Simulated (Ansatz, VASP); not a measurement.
## One calculation of HfB2, two programs

```
Hf B
1.0
     3.09756    0.00000    0.00000
    -1.54878    2.68257    0.00000
     0.00000    0.00000    3.43297
Hf B
1 2
Cartesian
  0.0000 0.0000 0.0000
  1.5488 0.8942 1.7165
  0.0000 1.7884 1.7165
```

Change from the starting cell: volume scaled by 0.96.

Alike in both runs: task single point; functional LDA; k mesh 10 × 10 × 8; occupations fermi-dirac, width 0.05 eV; no spin polarisation.

```csv
,VASP,Ansatz
version,VASP 6.6.1,Ansatz 0.2.0
potentials or method,"VASP PAW LDA potentials, release 64 (Hf_pv, B), cutoff 520 eV","all-electron LAPW, scalar-relativistic"
```

```tsv
	VASP	Ansatz	Ansatz less VASP
gap on the k mesh at the Fermi level (eV)	none	none	-
pressure (GPa)	0.9	0.3	-0.60
largest component of the traceless stress (GPa)	0.53	0.82	+0.288
```

A gap of «none» marks a metal or a gap that the smearing closes. Ansatz ran all-electron here, so the differences hold the error of VASP's frozen core and of both bases.

The runs have no spin-orbit coupling, so splittings on Hf are missing.
